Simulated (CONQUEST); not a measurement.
# GaSb (F-43m) in CONQUEST: equation of state

How stiff is GaSb in PBE, and what volume does it want? The cell is scaled to several volumes.

Everything below comes from runs of CONQUEST 1.3. Logs are shortened: lines on timing, memory, paths and dates and some standing lists are left out, and cuts for length are marked.

### Step 1. The crystal as given

The structure is cubic, space group F-43m (No. 216). The conventional cell has a = 6.118 Å, b = 6.118 Å, c = 6.118 Å, α = 90.00°, β = 90.00°, γ = 90.00°. Sb (site symmetry -43m) has 4 Ga at 2.65 Å as nearest neighbours. Ga (site symmetry -43m) is surrounded by 4 Sb at 2.65 Å.

### Step 2. Equation of state, PBE, 26.91 Å³/atom (volume scaled by 0.94)

The input, Conquest_input:

```
IO.Title GaSb
IO.Coordinates coords.dat
IO.FractionalAtomicCoords T
IO.Iprint 2
IO.Iprint_init 1
General.NumberOfSpecies 2
General.PseudopotentialType hamann
AtomMove.TypeOfRun static
AtomMove.FullStress T
Grid.PointsAlongX 48
Grid.PointsAlongY 48
Grid.PointsAlongZ 60
DM.SolutionMethod diagon
Diag.MPMesh T
Diag.GammaCentred T
Diag.MPMeshX 6
Diag.MPMeshY 6
Diag.MPMeshZ 5
Diag.kT 0.00183747
minE.SCTolerance 1e-6
SC.MaxIters 100
IO.AtomChargeOutput T
%block ChemicalSpeciesLabel
1 121.750 Sb
2 69.720 Ga
%endblock
```

The input, coords.dat:

```
    8.0082193401     0.0000000000     0.0000000000
    0.0000000000     8.0082193401     0.0000000000
    0.0000000000     0.0000000000    11.3253324021
4
  0.0000000000   0.5000000000   0.2500000000 1 T T T
  0.5000000000   0.0000000000   0.7500000000 1 T T T
  0.0000000000   0.0000000000   0.0000000000 2 T T T
  0.5000000000   0.5000000000   0.5000000000 2 T T T
```

Potentials or basis: PseudoDojo NC PBE, DZP, grid of 48 × 48 × 60 points.

Command:

```bash
> Conquest
```

Standard output:

```text
Simulation cell dimensions:     8.0082 a0 x     8.0082 a0 x    11.3253 a0

      Atomic coordinates (a0)
         Atom         X         Y         Z  Species
            1    0.0000    4.0041    2.8313        1
            2    4.0041    0.0000    8.4940        1
            3    0.0000    0.0000    0.0000        2
            4    4.0041    4.0041    5.6627        2

         Monkhorst-Pack mesh:   6 x   6 x   5 gamma-centred
        This calculation includes non-local pseudopotentials,
         with a maximum core radius of      8.05697590

    Job title: GaSb
    Job to be run: static calculation

[... 5 lines left out ...]
      Using Fermi-Dirac smearing

    Integration grid size:     48 x   48 x   60

    Integration grid spacing:  0.167 a0 x 0.167 a0 x 0.189 a0

    Number of species:  2
    --------------------------------------------------------
    |   #  mass (au)  Charge (e)  SF Rad (a0)  NSF  Label  |
    --------------------------------------------------------
    |   1    121.750      15.000        7.739   18  Sb     |
    |   2     69.720      13.000        8.305   18  Ga     |
    --------------------------------------------------------
          SCF tolerance:                 0.00000100
          SCF iterations:               100

    The functional used will be GGA PBE96

           radial cut-off to be used is taken to be max PAO cut-off radius for this species:    7.435009

           greatest ang. mom. for making density from PAOs:  2

           radial cut-off to be used is taken to be max PAO cut-off radius for this species:    8.056976

           greatest ang. mom. for making density from PAOs:  2
    Minimum blocs/proc is     2160. Maximum blocs/proc is     2160
    set_atom_dens: In set_atomic_density, electrons :      56.000000000000
 matrix_size & matrix_size_padH =           72          72

    Screened ion int: energy:    -258.584949808206 Ha

    new_SC_potl: Starting.  Tolerance:  0.10000E-05

    PulayMixSC: Starting Pulay mixing, A_up =  0.500 A_dn =  0.500
    PulayMixSC: Spin non-polarised calculation.
          Harris-Foulkes Energy            :      -334.839465514557673 Ha
          GroundState Energy (E-(1/2)TS)   :      -334.839465941516153 Ha
          Free Energy (E-TS)               :      -334.839466368474632 Ha
          DFT Total Energy                 :      -334.823694497269400 Ha
          Total number of electrons        :        55.999999999997932
    PulayMixSC: Pulay iteration     1 residual:              0.15706E-02
          Harris-Foulkes Energy            :      -334.830205456308192 Ha
          GroundState Energy (E-(1/2)TS)   :      -334.830206649290972 Ha
          Free Energy (E-TS)               :      -334.830207842273808 Ha
          DFT Total Energy                 :      -334.829049916086319 Ha
          Total number of electrons        :        56.000026646246560
    PulayMixSC: Pulay iteration     2 residual:              0.59071E-03
          Harris-Foulkes Energy            :      -334.829336763916160 Ha
          GroundState Energy (E-(1/2)TS)   :      -334.829337923308572 Ha
          Free Energy (E-TS)               :      -334.829339082700983 Ha
          DFT Total Energy                 :      -334.829322233776963 Ha
          Total number of electrons        :        56.000045055027208
    PulayMixSC: Pulay iteration     3 residual:              0.13326E-03
          Harris-Foulkes Energy            :      -334.829328963582498 Ha
          GroundState Energy (E-(1/2)TS)   :      -334.829330151338354 Ha
          Free Energy (E-TS)               :      -334.829331339094210 Ha
          DFT Total Energy                 :      -334.829328512592610 Ha
          Total number of electrons        :        56.000050628147754
    PulayMixSC: Pulay iteration     4 residual:              0.33926E-04
          Harris-Foulkes Energy            :      -334.829329459703615 Ha
          GroundState Energy (E-(1/2)TS)   :      -334.829330626029616 Ha
          Free Energy (E-TS)               :      -334.829331792355674 Ha
          DFT Total Energy                 :      -334.829329380875379 Ha
          Total number of electrons        :        56.000052201498043
    PulayMixSC: Pulay iteration     5 residual:              0.38478E-05
          Harris-Foulkes Energy            :      -334.829329527292771 Ha
          GroundState Energy (E-(1/2)TS)   :      -334.829330691705593 Ha
          Free Energy (E-TS)               :      -334.829331856118415 Ha
          DFT Total Energy                 :      -334.829329527061645 Ha
          Total number of electrons        :        56.000053839409041
    PulayMixSC: Pulay iteration     6 residual:              0.30353E-06
    PulayMixSC: Reached SCF tolerance of  0.30353E-06 after      6 iterations
      | Number of electrons      =        56.000054
      |* band energy as 2Tr[K.H] =       -44.525110268935030 Ha
      |  screened ion-ion energy =      -258.584949808206488 Ha
      |  Ha correction           =         0.874144251413478 Ha
      |  XC correction           =       -32.593417017324860 Ha
      | GS Energy as E-(1/2)TS   =      -334.829330691705593 Ha
      | Free Energy as E-TS      =      -334.829331856118415 Ha
      |* Harris-Foulkes energy   =      -334.829329527292771 Ha
      |* DFT total energy        =      -334.829329527061645 Ha
      |  estimated accuracy      =        -0.000000000231125 Ha

    force: Forces on atoms (Ha/a0)
    force:  Atom   X              Y              Z
    force:     1  -0.0000000000  -0.0000000000  -0.0000000000
    force:     2   0.0000000000  -0.0000000000  -0.0000000000
    force:     3  -0.0000000000  -0.0000000000  -0.0000000000
    force:     4  -0.0000000000   0.0000000000   0.0000000000

    force: Maximum force :        0.00000000(Ha/a0) on atom         2 in z direction
    force: Force Residual:        0.00000000 Ha/a0
    force: Total stress:         -6.73896565     0.00000000     0.00000000 GPa
                            -0.00000000    -6.73896565     0.00000000
                             0.00000000     0.00000000    -6.54703277
    force: Average pressure:      6.67498803 GPa

    force: Finished force
    get_E_and_F: Change in energy during last step of electronic optimisation: -0.67589E-07

    BIBLIOGRAPHY: Please consider citing the following references in the conquest.bib file

    CONQUEST:         Bowler2002pt, Miyazaki2004, Nakata2020
    Basis:            Bowler2019
    DM:               Bowler:2006xr
    Pseudopotentials: Hamann2013, Bowler2019
    XC functional:    Perdew1996
```

Wall time 2 min (1 thread of Intel Xeon Platinum 8259CL at 2.50GHz (Skylake/Cascade Lake), shared host); peak memory 1.1 GiB.

What came out:

```
Free energy            : -9111.1703 eV
Pressure               : 6.7 GPa
Band gap on the k mesh : 0.53 eV
Mulliken charges       : Sb -0.10; Ga +0.10 e
```

Caveat: Mulliken charges move with the basis; spin-orbit coupling is left out, which moves the levels of the heavy elements; an odd mesh through Γ misses points on the zone boundary, where band edges often lie; the basis of atomic orbitals isn't converged, which shifts pressures, moduli and gaps; the real-space grid breaks the cell's symmetry a little.

### Step 3. Equation of state, PBE, 27.48 Å³/atom (volume scaled by 0.96)

Conquest_input is that of step 2.

The input, coords.dat:

```
    8.0646171091     0.0000000000     0.0000000000
    0.0000000000     8.0646171091     0.0000000000
    0.0000000000     0.0000000000    11.4050908920
4
  0.0000000000   0.5000000000   0.2500000000 1 T T T
  0.5000000000   0.0000000000   0.7500000000 1 T T T
  0.0000000000   0.0000000000   0.0000000000 2 T T T
  0.5000000000   0.5000000000   0.5000000000 2 T T T
```

Potentials or basis: PseudoDojo NC PBE, DZP, grid of 48 × 48 × 60 points.

Command:

```bash
> Conquest
```

Wall time 2 min (1 thread of Intel Xeon Platinum 8259CL at 2.50GHz (Skylake/Cascade Lake), shared host); peak memory 1.1 GiB.

Results (log left out):

```
Free energy            : -9111.2567 eV
Pressure               : 5.4 GPa
Band gap on the k mesh : 0.37 eV
Mulliken charges       : Sb -0.10; Ga +0.10 e
```

Caveat: Mulliken charges move with the basis; spin-orbit coupling is left out, which moves the levels of the heavy elements; an odd mesh through Γ misses points on the zone boundary, where band edges often lie; the basis of atomic orbitals isn't converged, which shifts pressures, moduli and gaps; the real-space grid breaks the cell's symmetry a little.

### Step 4. Equation of state, PBE, 28.05 Å³/atom (volume scaled by 0.98)

Conquest_input is that of step 3.

The input, coords.dat:

```
    8.1202369158     0.0000000000     0.0000000000
    0.0000000000     8.1202369158     0.0000000000
    0.0000000000     0.0000000000    11.4837491768
4
  0.0000000000   0.5000000000   0.2500000000 1 T T T
  0.5000000000   0.0000000000   0.7500000000 1 T T T
  0.0000000000   0.0000000000   0.0000000000 2 T T T
  0.5000000000   0.5000000000   0.5000000000 2 T T T
```

Command:

```bash
> Conquest
```

Run time: 1.7 min. Hardware: 1 thread of Intel Xeon Platinum 8259CL at 2.50GHz (Skylake/Cascade Lake), shared host; peak memory 1.1 GiB.

The run converged. Its results:

```
Free energy            : -9111.3205 eV
Pressure               : 3.6 GPa
Band gap on the k mesh : 0.21 eV
Mulliken charges       : Sb -0.10; Ga +0.10 e
```

Caveat: Mulliken charges move with the basis; spin-orbit coupling is left out, which moves the levels of the heavy elements; an odd mesh through Γ misses points on the zone boundary, where band edges often lie; the basis of atomic orbitals isn't converged, which shifts pressures, moduli and gaps.

### Step 5. Equation of state, PBE, 28.62 Å³/atom

Conquest_input is that of step 4.

The input, coords.dat:

```
    8.1751050458     0.0000000000     0.0000000000
    0.0000000000     8.1751050458     0.0000000000
    0.0000000000     0.0000000000    11.5613444305
4
  0.0000000000   0.5000000000   0.2500000000 1 T T T
  0.5000000000   0.0000000000   0.7500000000 1 T T T
  0.0000000000   0.0000000000   0.0000000000 2 T T T
  0.5000000000   0.5000000000   0.5000000000 2 T T T
```

Command:

```bash
> Conquest
```

It took 1.7 min on 1 thread of Intel Xeon Platinum 8259CL at 2.50GHz (Skylake/Cascade Lake), shared host; peak memory 1.1 GiB.

It converged, with:

* Free energy: -9111.3633 eV
* Pressure: 2.5 GPa
* Band gap on the k mesh: none (metal or under the smearing width)
* Mulliken charges: Sb -0.10; Ga +0.10 e

Caveat: Mulliken charges move with the basis; the basis of atomic orbitals isn't converged, which shifts pressures, moduli and gaps; the real-space grid breaks the cell's symmetry a little.

### Step 6. Equation of state, PBE, 29.20 Å³/atom (volume scaled by 1.02)

Conquest_input is that of step 5.

The input, coords.dat:

```
    8.2292463923     0.0000000000     0.0000000000
    0.0000000000     8.2292463923     0.0000000000
    0.0000000000     0.0000000000    11.6379118568
4
  0.0000000000   0.5000000000   0.2500000000 1 T T T
  0.5000000000   0.0000000000   0.7500000000 1 T T T
  0.0000000000   0.0000000000   0.0000000000 2 T T T
  0.5000000000   0.5000000000   0.5000000000 2 T T T
```

Potentials or basis: PseudoDojo NC PBE, DZP, grid of 48 × 48 × 60 points.

Command:

```bash
> Conquest
```

Wall time 1.7 min (1 thread of Intel Xeon Platinum 8259CL at 2.50GHz (Skylake/Cascade Lake), shared host); peak memory 1.1 GiB.

It converged, with:

| Property | Result |
| --- | --- |
| Free energy | -9111.3926 eV |
| Pressure | 1.6 GPa |
| Band gap on the k mesh | none (metal or under the smearing width) |
| Mulliken charges | Sb -0.09; Ga +0.09 e |

Caveat: Mulliken charges move with the basis; the basis of atomic orbitals isn't converged, which shifts pressures, moduli and gaps; the real-space grid breaks the cell's symmetry a little.

### Step 7. Equation of state, PBE, 29.77 Å³/atom (volume scaled by 1.04)

Conquest_input is that of step 6.

The input, coords.dat:

```
    8.2826845544     0.0000000000     0.0000000000
    0.0000000000     8.2826845544     0.0000000000
    0.0000000000     0.0000000000    11.7134848306
4
  0.0000000000   0.5000000000   0.2500000000 1 T T T
  0.5000000000   0.0000000000   0.7500000000 1 T T T
  0.0000000000   0.0000000000   0.0000000000 2 T T T
  0.5000000000   0.5000000000   0.5000000000 2 T T T
```

Command:

```bash
> Conquest
```

Run time: 99 s. Hardware: 1 thread of Intel Xeon Platinum 8259CL at 2.50GHz (Skylake/Cascade Lake), shared host; peak memory 1.1 GiB.

Results (log left out):

```yaml
Free_energy: -9111.4074 eV
Pressure: 0.4 GPa
Band_gap_on_the_k_mesh: none (metal or under the smearing width)
Mulliken_charges: Sb -0.09; Ga +0.09 e
```

Caveat: Mulliken charges move with the basis; the basis of atomic orbitals isn't converged, which shifts pressures, moduli and gaps; the real-space grid breaks the cell's symmetry a little.

### Step 8. Equation of state, PBE, 30.34 Å³/atom (volume scaled by 1.06)

Conquest_input is that of step 7.

The input, coords.dat:

```
    8.3354419293     0.0000000000     0.0000000000
    0.0000000000     8.3354419293     0.0000000000
    0.0000000000     0.0000000000    11.7880950258
4
  0.0000000000   0.5000000000   0.2500000000 1 T T T
  0.5000000000   0.0000000000   0.7500000000 1 T T T
  0.0000000000   0.0000000000   0.0000000000 2 T T T
  0.5000000000   0.5000000000   0.5000000000 2 T T T
```

Command:

```bash
> Conquest
```

Run time: 99 s. Hardware: 1 thread of Intel Xeon Platinum 8259CL at 2.50GHz (Skylake/Cascade Lake), shared host; peak memory 1 GiB.

The run converged. Its results:

```yaml
Free_energy: -9111.4062 eV
Pressure: -0.6 GPa
Band_gap_on_the_k_mesh: none (metal or under the smearing width)
Mulliken_charges: Sb -0.09; Ga +0.09 e
```

Caveat: Mulliken charges move with the basis; the basis of atomic orbitals isn't converged, which shifts pressures, moduli and gaps; the real-space grid breaks the cell's symmetry a little.

### Step 9. Equation of state, PBE

Potentials or basis: PseudoDojo NC PBE, DZP, grid of 48 × 48 × 60 points.

This step only gathers the single runs of the series.

Results:

| Property | Result |
| --- | --- |
| Equilibrium volume | 30.08 Å³/atom |
| Bulk modulus | 44 GPa |
| Pressure derivative of the bulk modulus | 6.1 (rough: it moves with the points fitted) |

Energy against volume, from the lowest point:
```csv
volume (Å³/atom),energy (meV/atom)
26.907,59.27
27.480,37.68
28.052,21.72
28.625,11.02
29.197,3.70
29.770,0.00
30.342,0.29
```

Caveat: the DZP basis gives volumes some 2 % larger than converged bases do, and moduli off by several per cent; the basis of atomic orbitals isn't converged, which shifts pressures, moduli and gaps.
